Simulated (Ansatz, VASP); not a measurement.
# Cross-check of AlN between VASP and Ansatz, part 2 of 2

One calculation is typed for both programs; each brings its own data sets. How far apart do they land? The cell is taken from a series of runs on this material, whose earlier steps may have relaxed, scaled, displaced or heated it; both programs get it as it stands.

VASP 6.6.1 and Ansatz 0.2.0.

So far: The starting structure; Ansatz: zone-centre phonons, LDA, pair 1; VASP: zone-centre phonons, LDA, pair 1; Side by side.

## (5) VASP: zone-centre phonons, LDA, pair 2

Level of this step: LDA; plane waves and PAW (N, Al) (VASP).

Second derivatives magnify differences that forces hide, and they need a tight electronic threshold. The cell compared in this pair holds 20.13 Å³, against 20.00 Å³ for the pair before.

INCAR

```
SYSTEM = AlN
PREC = Accurate
ENCUT = 600
EDIFF = 1E-08
NELM = 120
ISMEAR = 0
SIGMA = 0.01
LREAL = .FALSE.
ALGO = Normal
GGA = CA
NBANDS = 10
LORBIT = 11
LWAVE = .FALSE.
LCHARG = .FALSE.
ISIF = 2
IBRION = 8
LASPH = .TRUE.
GGA_COMPAT = .FALSE.
EFERMI = MIDGAP
KPAR = 2
```

POSCAR

```
AlN
1.0
   -0.0283544173      2.1342676448      2.2096380963
    2.1342676448     -0.0283544173      2.2096380963
    2.1059132275      2.1059132275      0.0000000000
N Al
1 1
Direct
    0.2518774005      0.2518774005      0.2481225995
    0.9981225995      0.9981225995      0.0018774005
```

KPOINTS

```
Automatic mesh
0
Gamma
12 12 12
0 0 0
```

The projector-augmented-wave data sets are N and Al (LDA family, release 64).

The run is started by

```console
$ mpirun -np 2 vasp_std
```

Numbers of over 12 decimals in the logs are rounded to 6 here.

The program printed:

```text
[... set-up lines as in an earlier step ...]
 entering main loop
       N       E                     dE             d eps       ncg     rms          rms(c)
DAV:   1     0.111339858321E+02    0.11134E+02   -0.43274E+03  5800   0.757E+02
DAV:   2    -0.181361079064E+02   -0.29270E+02   -0.28134E+02  6662   0.140E+02
DAV:   3    -0.189552291978E+02   -0.81912E+00   -0.81797E+00  6668   0.226E+01
DAV:   4    -0.189585939568E+02   -0.33648E-02   -0.33646E-02  6304   0.170E+00
[...]
DAV:  11    -0.163544651908E+02    0.13537E-05   -0.21066E-06  6292   0.111E-02    0.525E-03
DAV:  12    -0.163544652008E+02   -0.99996E-08   -0.14929E-07  6422   0.310E-03    0.247E-03
DAV:  13    -0.163544651977E+02    0.30695E-08   -0.17067E-08  4860   0.104E-03
   1 F= -.16354465E+02 E0= -.16354465E+02  d E =0.000000E+00
 Linear response reoptimize wavefunctions to high precision
DAV:   1    -0.163544651975E+02    0.24261E-09   -0.11332E-09  4698   0.273E-04
DAV:   2    -0.163544651975E+02   -0.28990E-11   -0.42852E-11  3064   0.575E-05
 Linear response DOF=           4
 Linear response progress:
[...]
RMM:   9    -0.536639809864E-02    0.65567E-08   -0.68085E-10 30456   0.131E-05    0.680E-07
 first order change of Fermi-energy   0.20256E-04
 force on displaced ion       2 direction 1 : -15.616  -0.316  -0.000
 Linear response progress:
  Degree of freedom:   4/  4
       N       E                     dE             d eps       ncg     rms          rms(c)
RMM:   1    -0.614818960555E-02   -0.61482E-02   -0.28035E-03 13006   0.702E-01
RMM:   2    -0.564954548844E-02    0.49864E-03   -0.20717E-04  8657   0.116E-01    0.938E-02
RMM:   3    -0.554527722073E-02    0.10427E-03   -0.63979E-05  8970   0.547E-02    0.503E-02
RMM:   4    -0.556529145869E-02   -0.20014E-04   -0.48580E-05  8916   0.490E-02    0.850E-03
RMM:   5    -0.556834614096E-02   -0.30547E-05   -0.31917E-07  9131   0.507E-03    0.297E-03
RMM:   6    -0.556825411527E-02    0.92026E-07   -0.13053E-07  9090   0.257E-03    0.425E-04
RMM:   7    -0.556715823366E-02    0.10959E-05   -0.28355E-09  9197   0.495E-04    0.473E-05
RMM:   8    -0.556714705758E-02    0.11176E-07   -0.19382E-10  9542   0.542E-05    0.256E-05
RMM:   9    -0.556714476628E-02    0.22913E-08   -0.18840E-10  9672   0.144E-05    0.112E-06
 first order change of Fermi-energy  -0.13267E+01
 force on displaced ion       2 direction 3 :  -0.000  -0.000 -16.503
 Linear response finished
```

Parts of OUTCAR (step 5):

```text
  Total        0.7457000      0.7457000      0.0825390      0.6740658      0.0000000      0.0000000
  in kB       59.3611711     59.3611711      6.5704892     53.6587575      0.0000000      0.0000000
  external PRESSURE =      41.7642772 kB  Pullay stress =       0.0000000 kB

 POSITION                                       TOTAL-FORCE (eV/Angst)
 -----------------------------------------------------------------------------------
      1.05296      1.05296      1.11312         0.000000      0.000000      0.005925
      2.10591      2.10591      4.41098        -0.000000     -0.000000     -0.005925
 -----------------------------------------------------------------------------------
    total drift:                                0.000002      0.000002     -0.000331

[... 1 part as in an earlier step ...]

[... 1 further part left out ...]
```

## (6) Ansatz: zone-centre phonons, LDA, pair 2

The same cell, functional (in two slightly different forms) and mesh now go to Ansatz, which takes its cutoff from its data sets.

The cell is taken from a series of runs on this material, whose earlier steps may have relaxed, scaled, displaced or heated it; both programs get it as it stands.

input.yaml

```yaml
crystal:
  lattice:
    - [-0.0283544173, 2.1342676448, 2.2096380963]
    - [2.1342676448, -0.0283544173, 2.2096380963]
    - [2.1059132275, 2.1059132275, 0.0]
  atoms:
    - { symbol: "N", position: [0.2518774005, 0.2518774005, 0.2481225995] }
    - { symbol: Al, position: [-0.0018774005, -0.0018774005, 0.0018774005] }
kpoints:
  mp_grid: { grid: [12, 12, 12] }
hamiltonian:
  xc: lda
  pseudopotentials: { kind: paw, azcp: { folder: soft_1 }, xc_functional: pbe }
scf:
  occupations: { method: fixed }
output:
  eigenvalues: true
phonons:
  method: dfpt
```

The run is started by

```console
$ ansatz run input.yaml --threads 4 --pin off --max-ram 10240MiB --backend cpu --events-out ev --progress --plain --runs-dir out
```

The program printed:

```text
[...]
Crystal: 2 atoms, lattice volume = 20.127 Å³
Basis set: ecut = 420 eV, 387 PW (Γ), exchange–correlation on 48×48×48 points (8 copies of the dense FFT grid, shifted against one another)
Bands: 8, of which v1, the nominal top of the filled ones, is band 4 counted from 1 (3 counted from 0)
Symmetry: 4 space group operations
k-points: 476 of 1728 (irreducible under 2 space group operations, time reversal used)
[...]
SCF converged after 8 iterations
Free energy (F): -889.791327 eV
[...]
Internal energy: -889.791327 eV  (E = F + TS)
E sigma→0 (E₀):  -889.791327 eV
Fermi energy:    7.230950 eV
[...]
--- Band table (eV; the first three rows and the last of 476) ---
[...]
ASR residual: 2.759e-4 → 0.000e0 eV/Å²; symmetrization residual: 9.544e-7 eV/Å²
  ASR residual per site (eV/Å²): 2.76e-4 9.09e-5
  Γ frequencies (cm⁻¹): 0.00 0.00 0.00 666.26 679.74 691.73
[...]
```

## (7) Differences

Compared:

| quantity | Ansatz | VASP | difference |
| --- | --- | --- | --- |
| optical mode 1 (cm⁻¹) | 666.3 | 671.8 | -0.83 % |
| optical mode 2 (cm⁻¹) | 679.7 | 685.6 | -0.85 % |
| optical mode 3 (cm⁻¹) | 691.7 | 697.8 | -0.86 % |

Modes are paired by rising frequency, not by their patterns, so a pair may set unlike modes beside each other; they are those without the splitting of longitudinal modes.

## (8) VASP: zone-centre phonons, LDA, pair 3

Second derivatives magnify differences that forces hide, and they need a tight electronic threshold. The cell compared in this pair holds 20.25 Å³, against 20.13 Å³ for the pair before.

INCAR is that of step 5.

POSCAR

```
AlN
1.0
   -0.0188251005      2.1464487736      2.1972894425
    2.1464487736     -0.0188251005      2.1972894425
    2.1276236731      2.1276236731      0.0000000000
N Al
1 1
Direct
    0.2512450249      0.2512450249      0.2487549751
    0.9987549751      0.9987549751      0.0012450249
```

KPOINTS is that of step 5.

The run is started by

```console
$ mpirun -np 2 vasp_std
```

The program printed:

```text
[... set-up lines as in an earlier step ...]
 entering main loop
       N       E                     dE             d eps       ncg     rms          rms(c)
DAV:   1     0.117684927417E+02    0.11768E+02   -0.43673E+03  5696   0.760E+02
DAV:   2    -0.180715753580E+02   -0.29840E+02   -0.28674E+02  6732   0.141E+02
DAV:   3    -0.189538341215E+02   -0.88226E+00   -0.88096E+00  6598   0.234E+01
DAV:   4    -0.189575030531E+02   -0.36689E-02   -0.36688E-02  6306   0.180E+00
[...]
DAV:  10    -0.163663347070E+02   -0.20295E-04   -0.57021E-05  6062   0.576E-02    0.400E-02
DAV:  11    -0.163663334638E+02    0.12432E-05   -0.16229E-06  6306   0.958E-03    0.645E-03
DAV:  12    -0.163663334703E+02   -0.65926E-08   -0.96410E-08  6420   0.251E-03
   1 F= -.16366333E+02 E0= -.16366333E+02  d E =0.000000E+00
 Linear response reoptimize wavefunctions to high precision
DAV:   1    -0.163663334664E+02    0.39502E-08   -0.17904E-08  6270   0.101E-03
DAV:   2    -0.163663334664E+02   -0.17621E-11   -0.13755E-10  3294   0.109E-04
 Linear response DOF=           4
 Linear response progress:
[...]
RMM:   8    -0.536364828887E-02   -0.12830E-07   -0.56033E-11 29987   0.357E-05    0.101E-05
RMM:   9    -0.536364167002E-02    0.66189E-08   -0.24596E-10 30430   0.100E-05    0.682E-07
 first order change of Fermi-energy   0.24911E-04
 force on displaced ion       2 direction 1 : -15.498  -0.228  -0.000
 Linear response progress:
  Degree of freedom:   4/  4
       N       E                     dE             d eps       ncg     rms          rms(c)
RMM:   1    -0.609695262704E-02   -0.60970E-02   -0.32081E-03 13001   0.696E-01
RMM:   2    -0.557931742285E-02    0.51764E-03   -0.20916E-04  8643   0.115E-01    0.924E-02
RMM:   3    -0.547723724494E-02    0.10208E-03   -0.59158E-05  8970   0.529E-02    0.497E-02
RMM:   4    -0.549565492506E-02   -0.18418E-04   -0.47070E-05  8916   0.486E-02    0.814E-03
RMM:   5    -0.549754155390E-02   -0.18866E-05   -0.42647E-07  9124   0.552E-03    0.226E-03
RMM:   6    -0.549719185177E-02    0.34970E-06   -0.85247E-08  9146   0.195E-03    0.418E-04
RMM:   7    -0.549606601440E-02    0.11258E-05    0.11320E-09  9206   0.499E-04    0.346E-05
RMM:   8    -0.549607577501E-02   -0.97606E-08   -0.98956E-11  9538   0.469E-05    0.215E-05
 first order change of Fermi-energy  -0.13319E+01
 force on displaced ion       2 direction 3 :  -0.000  -0.000 -16.075
 Linear response finished
```

Parts of OUTCAR (step 8):

```text
  Total        0.5100999      0.5100999      0.0791734      0.4383528      0.0000000      0.0000000
  in kB       40.3683444     40.3683444      6.2656326     34.6904143      0.0000000      0.0000000
  external PRESSURE =      29.0007738 kB  Pullay stress =       0.0000000 kB

 POSITION                                       TOTAL-FORCE (eV/Angst)
 -----------------------------------------------------------------------------------
      1.06381      1.06381      1.10412         0.000000      0.000000      0.003954
      2.12762      2.12762      4.38911        -0.000000     -0.000000     -0.003954
 -----------------------------------------------------------------------------------
    total drift:                               -0.000000     -0.000000      0.000105

[... 1 part as in an earlier step ...]

[... 1 further part left out ...]
```

## (9) Ansatz: zone-centre phonons, LDA, pair 3

The same cell, functional (in two slightly different forms) and mesh now go to Ansatz, which takes its cutoff from its data sets.

The cell is taken from a series of runs on this material, whose earlier steps may have relaxed, scaled, displaced or heated it; both programs get it as it stands.

input.yaml, the sections that differ from step 6:

```yaml
crystal:
  lattice:
    - [-0.0188251005, 2.1464487736, 2.1972894425]
    - [2.1464487736, -0.0188251005, 2.1972894425]
    - [2.1276236731, 2.1276236731, 0.0]
  atoms:
    - { symbol: "N", position: [0.2512450249, 0.2512450249, 0.2487549751] }
    - { symbol: Al, position: [-0.0012450249, -0.0012450249, 0.0012450249] }
# kpoints, hamiltonian, scf, output, phonons: as in step 6
```

The run is started by

```console
$ ansatz run input.yaml --threads 4 --pin off --max-ram 10240MiB --backend cpu --events-out ev --progress --plain --runs-dir out
```

The program printed:

```text
[...]
Crystal: 2 atoms, lattice volume = 20.245 Å³
Basis set: ecut = 420 eV, 403 PW (Γ), exchange–correlation on 48×48×48 points (8 copies of the dense FFT grid, shifted against one another)
Bands: 8, of which v1, the nominal top of the filled ones, is band 4 counted from 1 (3 counted from 0)
Symmetry: 4 space group operations
k-points: 476 of 1728 (irreducible under 2 space group operations, time reversal used)
[...]
SCF converged after 8 iterations
Free energy (F): -889.802594 eV
[...]
Internal energy: -889.802594 eV  (E = F + TS)
E sigma→0 (E₀):  -889.802594 eV
Fermi energy:    7.093825 eV
[...]
--- Band table (eV; the first three rows and the last of 476) ---
[...]
ASR residual: 2.905e-4 → 0.000e0 eV/Å²; symmetrization residual: 5.299e-7 eV/Å²
  ASR residual per site (eV/Å²): 2.90e-4 8.54e-5
  Γ frequencies (cm⁻¹): 0.00 0.00 0.00 665.59 675.37 682.76
[...]
```

## (10) Differences

Compared:

```
             quantity  Ansatz   VASP  difference
optical mode 1 (cm⁻¹)   665.6  671.1     -0.83 %
optical mode 2 (cm⁻¹)   675.4  681.2     -0.86 %
optical mode 3 (cm⁻¹)   682.8  688.7     -0.86 %
```

Modes are paired by rising frequency, not by their patterns, so a pair may set unlike modes beside each other; they are those without the splitting of longitudinal modes.

## (11) Outcome

```json
{
 "r.m.s. difference of the optical zone-centre modes, each program's sorted by frequency (zone-centre phonons, LDA, pair 1)": "5.9 cm⁻¹",
 "difference in optical mode 3 (zone-centre phonons, LDA, pair 1)": "-0.9 %",
 "r.m.s. difference of the optical zone-centre modes, each program's sorted by frequency (zone-centre phonons, LDA, pair 2)": "5.8 cm⁻¹",
 "difference in optical mode 3 (zone-centre phonons, LDA, pair 2)": "-0.9 %",
 "r.m.s. difference of the optical zone-centre modes, each program's sorted by frequency (zone-centre phonons, LDA, pair 3)": "5.8 cm⁻¹",
 "difference in optical mode 3 (zone-centre phonons, LDA, pair 3)": "-0.9 %"
}
```

In words: The r.m.s. difference of the optical zone-centre modes, each program's sorted by frequency is 5.9 cm⁻¹ (zone-centre phonons, LDA, pair 1). Among the rows given in per cent, the largest difference of the zone-centre phonons, LDA, pair 1 pair is in optical mode 3, -0.9 %. Among the rows given in per cent, the largest difference of the zone-centre phonons, LDA, pair 2 pair is in optical mode 3, -0.9 %. Among the rows given in per cent, the largest difference of the zone-centre phonons, LDA, pair 3 pair is in optical mode 3, -0.9 %. Such differences can come from data sets, numerical settings and the points named under the comparisons, not from the functional's error against experiment.

[Lines on the potential files, build, host, timing and source positions are cut from VASP's logs without a mark.]

[Logs are printed without paths, hosts, clocks, repeated set-up lines and the standing remarks that a program may print on its own settings, such as how far it seeks lower states.]

[Hosts, paths, dates, database ids (printed as entryN), source tags and the programs' standing remarks are cut or masked in the printed files.]
